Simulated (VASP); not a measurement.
# MgO (Fm-3m) in VASP: a series of runs

One crystal, MgO, is run at these levels: PBE, PBEsol; tasks: equation of state.

Everything below comes from runs of VASP 6.6.1. Logs are shortened: lines on timing, memory, paths and dates and some standing lists are left out, and cuts for length are marked.

## 1. The crystal as given

It takes space group Fm-3m (No. 225, cubic). Conventional cell: a = 4.194 Å, b = 4.194 Å, c = 4.194 Å, α = 90.00°, β = 90.00°, γ = 90.00°. Around Mg (site symmetry m-3m) lie 6 O at 2.10 Å. Around O (site symmetry m-3m) lie 6 Mg at 2.10 Å.

The cell is a database's computed one.

## 2. Equation of state, PBE, 8.67 Å³/atom (volume scaled by 0.94)

Contents of INCAR:

```
SYSTEM = MgO
ALGO = Normal
EDIFF = 1E-7
ENCUT = 520
GGA = PE
ISIF = 2
ISMEAR = -1
LASPH = .True.
LCHARG = .False.
LREAL = .False.
LWAVE = .False.
NBANDS = 11
NELM = 60
PREC = Accurate
SIGMA = 0.05
```

Contents of KPOINTS:

```
k-points
0
Gamma
  11 11 11
  0 0 0
```

Contents of POSCAR:

```
MgO
1.0
    0.0000000000      2.0541934342      2.0541934342
    2.0541934342      0.0000000000      2.0541934342
    2.0541934342      2.0541934342      0.0000000000
Mg O
1 1
Direct
    0.0000000000      0.0000000000      0.0000000000
    0.5000000000      0.5000000000      0.5000000000
```

Potentials or basis: VASP PAW PBE potentials, release 64 (Mg, O).

Run with:

```bash
$ cat potpaw_PBE.64/Mg/POTCAR potpaw_PBE.64/O/POTCAR > POTCAR
$ mpirun -np 1 vasp_std > vasp.out
```

OUTCAR:

```text
SYSTEM = MgO
   EDIFF = 1E-7
   ENCUT = 520
   GGA = PE
   ISIF = 2
   ISMEAR = -1
   LASPH = .True.
   LREAL = .False.
   NELM = 60
   PREC = Accurate

 ion  position               nearest neighbor table
   1  0.000  0.000  0.000-   2 2.05   2 2.05   2 2.05   2 2.05   2 2.05   2 2.05
   2  0.500  0.500  0.500-   1 2.05   1 2.05   1 2.05   1 2.05   1 2.05   1 2.05

  LATTYP: Found a face centered cubic cell.
 ALAT       =     4.1083868684

  Lattice vectors:

 A1 = (   0.0000000000,   2.0541934342,   2.0541934342)
 A2 = (   2.0541934342,   0.0000000000,   2.0541934342)
 A3 = (   2.0541934342,   2.0541934342,   0.0000000000)

Analysis of symmetry for initial positions (statically):
=====================================================================
 Subroutine PRICEL returns:
 Original cell was already a primitive cell.

 Routine SETGRP: Setting up the symmetry group for a
 face centered cubic supercell.

 Subroutine GETGRP returns: Found 48 space group operations
 (whereof 48 operations were pure point group operations)
 out of a pool of 48 trial point group operations.

The static configuration has the point symmetry O_h .

Analysis of symmetry for dynamics (positions and initial velocities):
=====================================================================
 Subroutine PRICEL returns:
 Original cell was already a primitive cell.

 Routine SETGRP: Setting up the symmetry group for a
 face centered cubic supercell.

 Subroutine GETGRP returns: Found 48 space group operations
 (whereof 48 operations were pure point group operations)
 out of a pool of 48 trial point group operations.

The dynamic configuration has the point symmetry O_h .

 Subroutine INISYM returns: Found 48 space group operations
 (whereof 48 operations are pure point group operations),
 and found     1 'primitive' translations

----------------------------------------------------------------------------------------

                                     Primitive cell

  volume of cell :      17.3362

  direct lattice vectors                    reciprocal lattice vectors
     0.000000000  2.054193434  2.054193434    -0.243404536  0.243404536  0.243404536
     2.054193434  0.000000000  2.054193434     0.243404536 -0.243404536  0.243404536
     2.054193434  2.054193434  0.000000000     0.243404536  0.243404536 -0.243404536

  length of vectors
     2.905068214  2.905068214  2.905068214     0.421589023  0.421589023  0.421589023

  position of ions in fractional coordinates (direct lattice)
     0.000000000  0.000000000  0.000000000
     0.500000000  0.500000000  0.500000000

  ion indices of the primitive-cell ions
   primitive index   ion index
                 1           1
                 2           2

----------------------------------------------------------------------------------------

 KPOINTS: k-points

Automatic generation of k-mesh.
 Grid dimensions read from file:
 generate k-points for:   11   11   11

 Generating k-lattice:

  Cartesian coordinates                     Fractional coordinates (reciprocal lattice)
    -0.022127685  0.022127685  0.022127685     0.090909091  0.000000000  0.000000000
     0.022127685 -0.022127685  0.022127685     0.000000000  0.090909091  0.000000000
     0.022127685  0.022127685 -0.022127685     0.000000000  0.000000000  0.090909091

  Length of vectors
     0.038326275  0.038326275  0.038326275

  Shift w.r.t. Gamma in fractional coordinates (k-lattice)
     0.000000000  0.000000000  0.000000000

 Subroutine IBZKPT returns following result:
 ===========================================

 Found     56 irreducible k-points:

 Following reciprocal coordinates:
            Coordinates               Weight
  0.000000  0.000000  0.000000      1.000000
  0.090909  0.000000  0.000000      8.000000
  0.181818  0.000000  0.000000      8.000000
  0.272727  0.000000  0.000000      8.000000
  0.363636  0.000000  0.000000      8.000000
  0.454545  0.000000  0.000000      8.000000
[... 42 lines left out ...]
 -0.363636  0.363636  0.090909     48.000000
 -0.272727  0.363636  0.090909     24.000000
 [... further k-points ...]
   k-points           NKPTS =     56   k-points in BZ     NKDIM =     56   number of bands    NBANDS=     11
   number of dos      NEDOS =    301   number of ions     NIONS =      2
   total plane-waves  NPLWV =  13824
   dimension x,y,z NGX =    24 NGY =   24 NGZ =   24
   dimension x,y,z NGXF=    48 NGYF=   48 NGZF=   48
   ions per type =               1   1
   NGX,Y,Z   is equivalent  to a cutoff of  13.73, 13.73, 13.73 a.u.
   NGXF,Y,Z  is equivalent  to a cutoff of  27.47, 27.47, 27.47 a.u.
 SYSTEM =  MgO
   PREC   = accura    normal or accurate (medium, high low for compatibility)
   ISTART =      0    job   : 0-new  1-cont  2-samecut
   ICHARG =      2    charge: 1-file 2-atom 10-const
   ISPIN  =      1    spin polarized calculation?
   LNONCOLLINEAR =      F non collinear calculations
   LSORBIT =      F    spin-orbit coupling
   LASPH  =      T    aspherical Exc in radial PAW
   ENCUT  =  520.0 eV  38.22 Ry    6.18 a.u.   5.40  5.40  5.40*2*pi/ulx,y,z
   NELM   =     60;   NELMIN=  2; NELMDL= -5     # of ELM steps
   EDIFF  = 0.1E-06   stopping-criterion for ELM
   LREAL  =      F    real-space projection
   EDIFFG = 0.1E-05   stopping-criterion for IOM
   NSW    =      0    number of steps for IOM
   IBRION =     -1    ionic relax: 0-MD 1-quasi-New 2-CG
   NFREE  =      0    steps in history (QN), initial steepest desc. (CG)
   ISIF   =      2    stress and relaxation
   ISYM   =      2    0-nonsym 1-usesym 2-fastsym
   POTIM  = 0.5000    time-step for ionic-motion
   TEBEG  =    0.0;   TEEND  =   0.0 temperature during run
   PSTRESS=    0.0 pullay stress
   NELECT =       8.0000    total number of electrons
   NUPDOWN=      -1.0000    fix difference up-down
   EMIN   =  10.00;   EMAX   =-10.00  energy-range for DOS
   EFERMI =   0.00;   METHOD = LEGACY
   ISMEAR =    -1;   SIGMA  =   0.05  broadening in eV -4-tet -1-fermi 0-gaus
   EFERMI_NEDOS =   21; number of points for ismear=-14 and -15
   IALGO  =     38    algorithm
   IMIX   =      4    mixing-type and parameters
     AMIX     =   0.40;   BMIX     =  1.00
     AMIX_MAG =   1.60;   BMIX_MAG =  1.00
  volume/ion in A,a.u.               =       8.67        58.50
  Fermi-wavevector in a.u.,A,eV,Ry     =   1.265086  2.390666 21.775354  1.600443
  Thomas-Fermi vector in A             =   2.398358
   LORBIT       =      0    0 simple, 1 ext, 2 COOP (PROOUT), +10 PAW based schemes
   GGA     = PE    functional components
   LHFCALC =     F    Hartree Fock is set to
   AEXX    =    0.0000 exact exchange contribution
   IVDW    =     0    specifies the selected vdW correction
   LEPSILON=     F    determine dielectric tensor
   LRPA    =     F    only Hartree local field effects (RPA)
 non-spin polarized calculation
  energy-cutoff  :      520.00
  volume of cell :       17.34
 maximum number of plane-waves:       487
 NGX is ok and might be reduce to    24
   NGX = 11   NGY = 11   NGZ = 11

 number of electron       7.9999997 magnetization

 Free energy of the ion-electron system (eV)
  ---------------------------------------------------
  ext. energy  EPLUGINS =         0.00000000
  ---------------------------------------------------
  free energy    TOTEN  =       -11.81273181 eV

  energy without entropy =      -11.81273181  energy(sigma->0) =      -11.81273181

 E-fermi :   4.8125     XC(G=0): -11.4385

 val. band max:        3.7717754100   @ k =   0.0000   0.0000   0.0000
 cond. band min:       9.2615483529   @ k =   0.0000   0.0000   0.0000
 fundamental gap:      5.4897729428
 Fermi energy:         4.8124607196

 k-point     1 :       0.0000    0.0000    0.0000
  band No.  band energies     occupation
      1     -13.8924      2.00000
      2       3.7718      2.00000
      3       3.7718      2.00000
      4       3.7718      2.00000
      5       9.2615      0.00000
      6      19.9928      0.00000
      7      19.9928      0.00000
      8      19.9928      0.00000
      9      24.1120      0.00000
     10      25.9770      0.00000
     11      25.9770      0.00000

 k-point     2 :       0.0909    0.0000    0.0000
  band No.  band energies     occupation
      1     -13.7934      2.00000
      2       3.2094      2.00000
      3       3.7076      2.00000
      4       3.7076      2.00000
      5       9.7854      0.00000
      6      18.8824      0.00000
      7      20.2175      0.00000
      8      20.2175      0.00000
      9      25.4343      0.00000
     10      25.4343      0.00000
     11      25.6716      0.00000

 k-point     3 :       0.1818    0.0000    0.0000
  band No.  band energies     occupation
      1     -13.5144      2.00000
      2       1.9792      2.00000
      3       3.5406      2.00000
      4       3.5406      2.00000
      5      10.8524      0.00000
      6      17.4458      0.00000
      7      20.7403      0.00000
      8      20.7403      0.00000
      9      24.7531      0.00000
     10      24.7531      0.00000
     11      27.2475      0.00000

 k-point     4 :       0.2727    0.0000    0.0000
  band No.  band energies     occupation
      1     -13.1170      2.00000
      2       0.6447      2.00000
      3       3.3318      2.00000
      4       3.3318      2.00000
      5      11.7485      0.00000
      6      16.7401      0.00000
      7      21.0879      0.00000
      8      21.0879      0.00000
      9      24.8816      0.00000
     10      24.8816      0.00000
     11      26.8764      0.00000

 k-point     5 :       0.3636    0.0000    0.0000
  band No.  band energies     occupation
      1     -12.7114      2.00000
      2      -0.4637      2.00000
      3       3.1489      2.00000
      4       3.1489      2.00000
      5      12.1148      0.00000
      6      16.8456      0.00000
      7      21.0251      0.00000
      8      21.0251      0.00000
      9      25.9401      0.00000
     10      25.9401      0.00000
     11      26.2512      0.00000
[... 435 lines left out ...]
 k-point    37 :       0.2727    0.1818    0.0909
  band No.  band energies     occupation
      1     -13.2910      2.00000
      2       1.4949      2.00000
      3       3.0707      2.00000
      4       3.3802      2.00000
      5      11.7398      0.00000
      6      16.4274      0.00000
      7      20.7180      0.00000
      8      21.4638      0.00000
      9      22.5600      0.00000
     10      26.3170      0.00000
     11      29.4396      0.00000

 k-point    38 :       0.3636    0.1818    0.0909
  band No.  band energies     occupation
      1     -12.9341      2.00000
      2       0.5730      2.00000
      3       2.6636      2.00000
      4       3.1910      2.00000
      5      12.6920      0.00000
      6      15.9759      0.00000
      7      20.0481      0.00000
      8      21.8699      0.00000
      9      22.9662      0.00000
     10      26.6279      0.00000
     11      29.5914      0.00000

 k-point    39 :       0.4545    0.1818    0.0909
  band No.  band energies     occupation
      1     -12.5752      2.00000
      2      -0.2611      2.00000
      3       2.3621      2.00000
      4       2.9926      2.00000
      5      13.1702      0.00000
      6      16.2910      0.00000
      7      19.3595      0.00000
      8      21.6526      0.00000
      9      24.3104      0.00000
     10      27.0222      0.00000
     11      29.2917      0.00000

 k-point    40 :      -0.4545    0.1818    0.0909
  band No.  band energies     occupation
      1     -12.3442      2.00000
      2      -0.7590      2.00000
      3       2.2063      2.00000
      4       2.8697      2.00000
      5      13.2480      0.00000
      6      16.8447      0.00000
      7      18.9696      0.00000
      8      21.4691      0.00000
      9      25.4636      0.00000
     10      26.9933      0.00000
     11      29.2359      0.00000

 [... further k-points ...]
[... 5 lines left out ...]
  --------------------------------------------------------------------------------------
  -------------------------------------------------------------------------------------
  Total        2.0141595      2.0141595      2.0141595      0.0000000      0.0000000     -0.0000000
  in kB      186.1445955    186.1445955    186.1445955      0.0000000      0.0000000     -0.0000000
  external PRESSURE =     186.1445955 kB  Pullay stress =       0.0000000 kB

 VOLUME and BASIS-vectors are now :
 -----------------------------------------------------------------------------
  energy-cutoff  :      520.00
  volume of cell :       17.34
      direct lattice vectors                 reciprocal lattice vectors
     0.000000000  2.054193434  2.054193434    -0.243404536  0.243404536  0.243404536
     2.054193434  0.000000000  2.054193434     0.243404536 -0.243404536  0.243404536
     2.054193434  2.054193434  0.000000000     0.243404536  0.243404536 -0.243404536

 POSITION                                       TOTAL-FORCE (eV/Angst)
 -----------------------------------------------------------------------------------
      0.00000      0.00000      0.00000         0.000000      0.000000      0.000000
      2.05419      2.05419      2.05419        -0.000000     -0.000000     -0.000000
 -----------------------------------------------------------------------------------
    total drift:                               -0.000000     -0.000000      0.000000

  FREE ENERGIE OF THE ION-ELECTRON SYSTEM (eV)
  ---------------------------------------------------
  free  energy   TOTEN  =       -11.8127318071 eV

  energy  without entropy=      -11.8127318071  energy(sigma->0) =      -11.81273181
```

Wall time 10 s (1 thread of Intel Xeon Platinum 8488C (Sapphire Rapids), shared host); peak memory 0.14 GiB.

What came out:

```
Free energy            : -11.8127 eV
Pressure               : 18.6 GPa
Band gap on the k mesh : 5.49 eV, direct
```

(Part 1 of 2 ends here.)
